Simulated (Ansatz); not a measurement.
# Al2Cu: how settings move the results

The task, for Al2Cu: test the occupation rule and width.

Method: DFT PBE, scalar-relativistic, plane waves, PAW, in Ansatz 0.2.0.

3 further runs of the same task are left out: 2 for a known fault of the program, 1 set aside as unsound or not needed.

## 1. Starting point

Symmetry: P4/mmm, No. 123, tetragonal system. The conventional cell has a = 4.105 Å, b = 4.105 Å, c = 2.891 Å, α = 90.00°, β = 90.00°, γ = 90.00°. Al (site symmetry mmm) has 4 Cu at 2.51 Å as nearest neighbours. Cu (site symmetry 4/mmm) has 8 Al at 2.51 Å as nearest neighbours.

As a file:

```
CELL_PARAMETERS angstrom
4.10518 0.00000 0.00000
0.00000 4.10518 0.00000
0.00000 0.00000 2.89131
ATOMIC_POSITIONS crystal
Al 0.50000 0.00000 0.50000
Al 0.00000 0.50000 0.50000
Cu 0.00000 0.00000 0.00000
```

The structure comes from the Materials Project (structure only); it is used as listed.

## 2. The base input

input.yaml

```yaml
crystal:
  lattice:
    - [4.105182, 0.0, 0.0]
    - [0.0, 4.105182, 0.0]
    - [0.0, 0.0, 2.891313]
  atoms:
    - { symbol: Al, position: [0.5, 0.0, 0.5] }
    - { symbol: Al, position: [0.0, 0.5, 0.5] }
    - { symbol: Cu, position: [0.0, 0.0, 0.0] }
basis:
  ecutwfc: 420
kpoints:
  mp_grid: { grid: [10, 10, 14] }
hamiltonian:
  xc: pbe
scf:
  occupations: { method: gaussian, width: 0.1 }
output:
  forces: true
  stress: true
  eigenvalues: true
  populations: true
```

It was run beforehand and gave: -2566.7562 eV/atom at zero smearing, pressure 0.51 GPa, largest force 0.000 eV/Å, no gap on the mesh, in 7 SCF cycles and 21 s.

## 3. Occupation rule and width: Gaussian 0.01 eV

Changes to input.yaml since step 2:

```diff
@@ -16,3 +16,3 @@
 scf:
-  occupations: { method: gaussian, width: 0.1 }
+  occupations: { method: gaussian, width: 0.01 }
 output:
@@ -21,2 +21 @@
   eigenvalues: true
-  populations: true
```

Command:

```sh
> ansatz run input.yaml --threads 1 --pin off --max-ram 2560MiB --backend cpu --events-out ev --progress --plain --runs-dir out
```

Standard output, shortened:

```text
Warning: RAYON_NUM_THREADS=1 ignored (pool sized by the plan → 1); use --threads N
[...]
Pseudopotentials: kind: paw
Pseudopotential: Al, paw, valence charge 3, recommended cutoff 420 eV (normal), Al.paw.azcp
Pseudopotential: Cu, paw, valence charge 19, recommended cutoff 420 eV (normal), Cu.paw.azcp
Functional definition: PBE
[...]
Crystal: 3 atoms, lattice volume = 48.726 Å³
Basis set: ecut = 420 eV, 945 PW (Γ), exchange–correlation on 60×60×40 points (8 copies of the dense FFT grid, shifted against one another)
Bands: 17, of which v1, the nominal top of the filled ones, is band 13 counted from 1 (12 counted from 0)
Symmetry: 16 space group operations
Space group: P4/mmm (ITA 123), of the structure as read, at distance tolerance 3.7e-5 Å
k-points: 168 of 1400
[...]
SCF iter   1: F=—  HF=-7700.270083 eV  |F-HF|=—  |Δ(HF+E_count)|=         —  Δρ=5.26e-3  dr2=1.18e-2  ethr=1.77e-3  ⟨swp⟩=6.1  Hψ=15157  notcnv=0
[...]
SCF iter   7: F=-7700.268371 eV  HF=-7700.268371 eV  |F-HF|=1.39e-8  |Δ(HF+E_count)|=   1.58e-7  Δρ=6.13e-6  dr2=2.68e-8  ethr=4.00e-10  ⟨swp⟩=4.2  Hψ=11559  notcnv=0
[...]
SCF converged after 7 iterations
Free energy (F): -7700.268371 eV
[...]
E sigma→0 (E₀):  -7700.268330 eV
Entropy (-TS):   -0.000084 eV (-0.028 meV/atom)
Fermi energy:    9.300265 eV
[...]
--- Forces (eV/Å), atoms counted from 1 ---
  atom   1  Al     0.00000000     0.00000000     0.00000000
  atom   2  Al     0.00000000     0.00000000     0.00000000
  atom   3  Cu     0.00000000    -0.00000000     0.00000000
[...]
--- Stress (GPa, compression-positive) ---
        0.641061       0.000000       0.000000
        0.000000       0.641061       0.000000
        0.000000       0.000000       0.228560
  P = ⅓ Tr σ = 0.5036 GPa (5.036 kbar)
--- Band table (eV; the first three rows and the last of 168) ---
  k-point 0: bands = ["-104.6836", "-62.0446", "-62.0446", "-62.0219", "-1.1964", "3.9641", "4.4941", "5.1522", "5.3519", "5.3519", "6.9606", "6.9606", "9.2636", "10.2334", "15.2804", "15.4988", "15.4988"]
[...]
```

Wall time 16 s (1 thread of AMD EPYC (Zen 3), shared host); peak memory 0.42 GiB.

Read-out: -2566.7561 eV/atom at zero smearing, pressure 0.50 GPa and no gap on the mesh.

## 4. Occupation rule and width: Gaussian 0.02 eV

Changes to input.yaml since step 3:

```diff
@@ -16,3 +16,3 @@
 scf:
-  occupations: { method: gaussian, width: 0.01 }
+  occupations: { method: gaussian, width: 0.02 }
 output:
```

Command:

```sh
> ansatz run input.yaml --threads 1 --pin off --max-ram 2560MiB --backend cpu --events-out ev --progress --plain --runs-dir out
```

Standard output, shortened:

```text
[...]
SCF converged after 7 iterations
Free energy (F): -7700.268476 eV
[...]
E sigma→0 (E₀):  -7700.268352 eV
Entropy (-TS):   -0.000249 eV (-0.083 meV/atom)
Fermi energy:    9.298975 eV
[...]
--- Forces (eV/Å), atoms counted from 1 ---
  atom   1  Al    -0.00000000     0.00000000     0.00000000
  atom   2  Al     0.00000000     0.00000000     0.00000000
  atom   3  Cu     0.00000000     0.00000000     0.00000000
[...]
--- Stress (GPa, compression-positive) ---
        0.636885       0.000000       0.000000
        0.000000       0.636885       0.000000
        0.000000       0.000000       0.247576
  P = ⅓ Tr σ = 0.5071 GPa (5.071 kbar)
--- Band table (eV; the first three rows and the last of 168) ---
  k-point 0: bands = ["-104.6846", "-62.0453", "-62.0453", "-62.0232", "-1.1967", "3.9635", "4.4929", "5.1515", "5.3508", "5.3508", "6.9603", "6.9603", "9.2634", "10.2335", "15.2801", "15.4989", "15.4989"]
[...]
```

It took 15 s on 1 thread of AMD EPYC (Zen 3), shared host; peak memory 0.42 GiB.

This run gives -2566.7561 eV/atom at zero smearing, pressure 0.51 GPa and no gap on the mesh.

## 5. Occupation rule and width set to Fermi–Dirac 0.01 eV

Changes to input.yaml since step 4:

```diff
@@ -16,3 +16,3 @@
 scf:
-  occupations: { method: gaussian, width: 0.02 }
+  occupations: { method: fermi_dirac, width: 0.01 }
 output:
```

Command:

```sh
> ansatz run input.yaml --threads 1 --pin off --max-ram 2560MiB --backend cpu --events-out ev --progress --plain --runs-dir out
```

Standard output, shortened:

```text
Warning: RAYON_NUM_THREADS=1 ignored (pool sized by the plan → 1); use --threads N
[...]
[... 4 set-up lines as earlier in the session ...]
[...]
Crystal: 3 atoms, lattice volume = 48.726 Å³
Basis set: ecut = 420 eV, 945 PW (Γ), exchange–correlation on 60×60×40 points (8 copies of the dense FFT grid, shifted against one another)
Bands: 17, of which v1, the nominal top of the filled ones, is band 13 counted from 1 (12 counted from 0)
[... 2 set-up lines as earlier in the session ...]
k-points: 168 of 1400
[...]
SCF iter   1: F=—  HF=-7700.270290 eV  |F-HF|=—  |Δ(HF+E_count)|=         —  Δρ=5.25e-3  dr2=1.18e-2  ethr=1.77e-3  ⟨swp⟩=6.1  Hψ=15157  notcnv=0
[...]
SCF iter   7: F=-7700.268550 eV  HF=-7700.268550 eV  |F-HF|=1.50e-8  |Δ(HF+E_count)|=   1.38e-7  Δρ=6.17e-6  dr2=2.72e-8  ethr=4.00e-10  ⟨swp⟩=4.1  Hψ=11527  notcnv=0
[...]
SCF converged after 7 iterations
Free energy (F): -7700.268550 eV
[...]
E sigma→0 (E₀):  -7700.268360 eV
Entropy (-TS):   -0.000381 eV (-0.127 meV/atom)
Fermi energy:    9.299480 eV
[...]
--- Forces (eV/Å), atoms counted from 1 ---
  atom   1  Al     0.00000000    -0.00000000     0.00000000
  atom   2  Al     0.00000000    -0.00000000     0.00000000
  atom   3  Cu     0.00000000     0.00000000     0.00000000
[...]
--- Stress (GPa, compression-positive) ---
        0.643074       0.000000       0.000000
        0.000000       0.643074       0.000000
        0.000000       0.000000       0.235421
  P = ⅓ Tr σ = 0.5072 GPa (5.072 kbar)
--- Band table (eV; the first three rows and the last of 168) ---
  k-point 0: bands = ["-104.6849", "-62.0456", "-62.0456", "-62.0237", "-1.1968", "3.9633", "4.4924", "5.1513", "5.3504", "5.3504", "6.9602", "6.9602", "9.2634", "10.2335", "15.2800", "15.4989", "15.4989"]
[...]
```

Run time: 16 s. Hardware: 1 thread of AMD EPYC (Zen 3), shared host; peak memory 0.42 GiB.

This run gives -2566.7561 eV/atom at zero smearing, pressure 0.51 GPa and no gap on the mesh.

## 6. Occupation rule and width set to Fermi–Dirac 0.05 eV

Changes to input.yaml since step 5:

```diff
@@ -16,3 +16,3 @@
 scf:
-  occupations: { method: fermi_dirac, width: 0.01 }
+  occupations: { method: fermi_dirac, width: 0.05 }
 output:
```

Command:

```sh
> ansatz run input.yaml --threads 1 --pin off --max-ram 2560MiB --backend cpu --events-out ev --progress --plain --runs-dir out
```

Standard output, shortened:

```text
Warning: RAYON_NUM_THREADS=1 ignored (pool sized by the plan → 1); use --threads N
[...]
[... 4 set-up lines as earlier in the session ...]
[...]
Crystal: 3 atoms, lattice volume = 48.726 Å³
Basis set: ecut = 420 eV, 945 PW (Γ), exchange–correlation on 60×60×40 points (8 copies of the dense FFT grid, shifted against one another)
Bands: 17, of which v1, the nominal top of the filled ones, is band 13 counted from 1 (12 counted from 0)
[... 2 set-up lines as earlier in the session ...]
k-points: 168 of 1400
[...]
SCF iter   1: F=—  HF=-7700.274055 eV  |F-HF|=—  |Δ(HF+E_count)|=         —  Δρ=5.17e-3  dr2=1.18e-2  ethr=1.77e-3  ⟨swp⟩=5.4  Hψ=14652  notcnv=0
[...]
SCF iter   7: F=-7700.272263 eV  HF=-7700.272263 eV  |F-HF|=1.49e-8  |Δ(HF+E_count)|=   1.22e-7  Δρ=6.43e-6  dr2=3.01e-8  ethr=4.00e-10  ⟨swp⟩=3.1  Hψ=10819  notcnv=0
[...]
SCF converged after 7 iterations
Free energy (F): -7700.272263 eV
[...]
E sigma→0 (E₀):  -7700.268552 eV
Entropy (-TS):   -0.007423 eV (-2.474 meV/atom)
Fermi energy:    9.304823 eV
[...]
--- Forces (eV/Å), atoms counted from 1 ---
  atom   1  Al     0.00000000     0.00000000     0.00000000
  atom   2  Al    -0.00000000     0.00000000     0.00000000
  atom   3  Cu     0.00000000     0.00000000     0.00000000
[...]
--- Stress (GPa, compression-positive) ---
        0.700264       0.000000       0.000000
        0.000000       0.700264       0.000000
        0.000000       0.000000       0.153807
  P = ⅓ Tr σ = 0.5181 GPa (5.181 kbar)
--- Band table (eV; the first three rows and the last of 168) ---
  k-point 0: bands = ["-104.6872", "-62.0473", "-62.0473", "-62.0276", "-1.1979", "3.9621", "4.4885", "5.1494", "5.3472", "5.3472", "6.9593", "6.9593", "9.2633", "10.2333", "15.2792", "15.4990", "15.4990"]
[...]
```

Run time: 15 s. Hardware: 1 thread of AMD EPYC (Zen 3), shared host; peak memory 0.42 GiB.

Result: -2566.7562 eV/atom at zero smearing, pressure 0.52 GPa and no gap on the mesh.

## 7. Occupation rule and width: Fermi–Dirac 0.2 eV

Changes to input.yaml since step 6:

```diff
@@ -16,3 +16,3 @@
 scf:
-  occupations: { method: fermi_dirac, width: 0.05 }
+  occupations: { method: fermi_dirac, width: 0.2 }
 output:
```

Command:

```sh
> ansatz run input.yaml --threads 1 --pin off --max-ram 2560MiB --backend cpu --events-out ev --progress --plain --runs-dir out
```

Standard output, shortened:

```text
Warning: RAYON_NUM_THREADS=1 ignored (pool sized by the plan → 1); use --threads N
band count auto-derived: 18 (N_el = 25.0; filled up to band 13; 17 by the electrons, moments and atoms)
[...]
[... 4 set-up lines as earlier in the session ...]
[...]
Crystal: 3 atoms, lattice volume = 48.726 Å³
Basis set: ecut = 420 eV, 945 PW (Γ), exchange–correlation on 60×60×40 points (8 copies of the dense FFT grid, shifted against one another)
Bands: 18, of which v1, the nominal top of the filled ones, is band 13 counted from 1 (12 counted from 0)
[... 2 set-up lines as earlier in the session ...]
k-points: 168 of 1400
[...]
SCF iter   7: F=-7700.329001 eV  HF=-7700.329001 eV  |F-HF|=1.36e-8  |Δ(HF+E_count)|=   1.03e-7  Δρ=5.92e-6  dr2=2.63e-8  ethr=4.00e-10  ⟨swp⟩=2.9  Hψ=11098  notcnv=0
[...]
SCF converged after 7 iterations
Free energy (F): -7700.329001 eV
[...]
E sigma→0 (E₀):  -7700.266769 eV
Entropy (-TS):   -0.124464 eV (-41.488 meV/atom)
Fermi energy:    9.298352 eV
[...]
--- Forces (eV/Å), atoms counted from 1 ---
  atom   1  Al     0.00000000     0.00000000     0.00000000
  atom   2  Al     0.00000000     0.00000000     0.00000000
  atom   3  Cu     0.00000000     0.00000000     0.00000000
[...]
--- Stress (GPa, compression-positive) ---
        1.060767       0.000000       0.000000
        0.000000       1.060767       0.000000
        0.000000       0.000000       0.305131
  P = ⅓ Tr σ = 0.8089 GPa (8.089 kbar)
--- Band table (eV; the first three rows and the last of 168) ---
  k-point 0: bands = ["-104.6863", "-62.0460", "-62.0460", "-62.0280", "-1.1974", "3.9637", "4.4876", "5.1498", "5.3473", "5.3473", "6.9598", "6.9598", "9.2656", "10.2323", "15.2803", "15.4998", "15.4998", "16.3462"]
[...]
```

It took 14 s on 1 thread of AMD EPYC (Zen 3), shared host; peak memory 0.42 GiB.

This run gives -2566.7556 eV/atom at zero smearing, pressure 0.81 GPa and no gap on the mesh.

## 8. Occupation rule and width: Fermi–Dirac 0.3 eV

Changes to input.yaml since step 7:

```diff
@@ -16,3 +16,3 @@
 scf:
-  occupations: { method: fermi_dirac, width: 0.2 }
+  occupations: { method: fermi_dirac, width: 0.3 }
 output:
```

Command:

```sh
> ansatz run input.yaml --threads 1 --pin off --max-ram 2560MiB --backend cpu --events-out ev --progress --plain --runs-dir out
```

Standard output, shortened:

```text
[...]
SCF converged after 7 iterations
Free energy (F): -7700.408951 eV
[...]
E sigma→0 (E₀):  -7700.261825 eV
Entropy (-TS):   -0.294251 eV (-98.084 meV/atom)
Fermi energy:    9.297111 eV
[...]
--- Forces (eV/Å), atoms counted from 1 ---
  atom   1  Al     0.00000000     0.00000000     0.00000000
  atom   2  Al     0.00000000     0.00000000     0.00000000
  atom   3  Cu     0.00000000    -0.00000000     0.00000000
[...]
--- Stress (GPa, compression-positive) ---
        1.472702       0.000000       0.000000
        0.000000       1.472702       0.000000
        0.000000       0.000000       0.504765
  P = ⅓ Tr σ = 1.1501 GPa (11.501 kbar)
--- Band table (eV; the first three rows and the last of 168) ---
  k-point 0: bands = ["-104.6901", "-62.0492", "-62.0492", "-62.0328", "-1.1968", "3.9631", "4.4841", "5.1471", "5.3439", "5.3439", "6.9604", "6.9604", "9.2665", "10.2306", "15.2814", "15.5005", "15.5005", "16.3463"]
[...]
```

Run time: 16 s. Hardware: 1 thread of AMD EPYC (Zen 3), shared host; peak memory 0.42 GiB.

This run gives -2566.7539 eV/atom at zero smearing, pressure 1.15 GPa and no gap on the mesh.

[end of part 1 of 2]
